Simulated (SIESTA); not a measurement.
**CdSe (Cadmoselite): equation of state with PBEsol**

The system is CdSe (Cadmoselite).

```
Cd Se
1.0
     4.30000    0.00000    0.00000
    -2.15000    3.72391    0.00000
     0.00000    0.00000    7.02000
Cd Se
2 2
Direct
  0.66667 0.33333 0.50000
  0.33333 0.66667 0.00000
  0.66667 0.33333 0.88500
  0.33333 0.66667 0.38500
```

- Program: SIESTA 5.4.2
- Task: equation of state
- Functional: PBEsol
- Potentials or basis: PseudoDojo 0.4 standard (PBEsol files)
- Basis: DZP (energy shift 0.002 Ry)
- Grid cutoff: 800 Ry
- Energy shift: 0.002 Ry
- k mesh: 7 × 7 × 4
- Occupations: fermi-dirac, width 0.05 eV
- Spin: no spin polarisation

```yaml
Equilibrium_volume: 28.65 Å³/atom
Bulk_modulus_at_fixed_shape_and_positions: 55 GPa
Pressure_derivative_of_the_bulk_modulus: "4.9 (rough: it moves with the points fitted)"
```

Energy against volume, from the lowest point:
| volume (Å³/atom) | energy (meV/atom) |
| --- | --- |
| 26.416 | 34.74 |
| 26.978 | 18.70 |
| 27.540 | 7.98 |
| 28.102 | 1.86 |
| 28.665 | 0.00 |
| 29.227 | 2.13 |
| 29.789 | 7.24 |

All runs of the series together: 5.7 min on 1 thread of Arm Neoverse V1, on a shared host.

Caveat: semicore shells carry a single zeta, which can move pressures by several GPa and volumes by a few percent; the cell was scaled at fixed shape and fractional positions, which overstates the stiffness of a crystal with free parameters, most of all of layers and chains; the basis of atomic orbitals isn't converged, which shifts pressures, moduli and gaps.
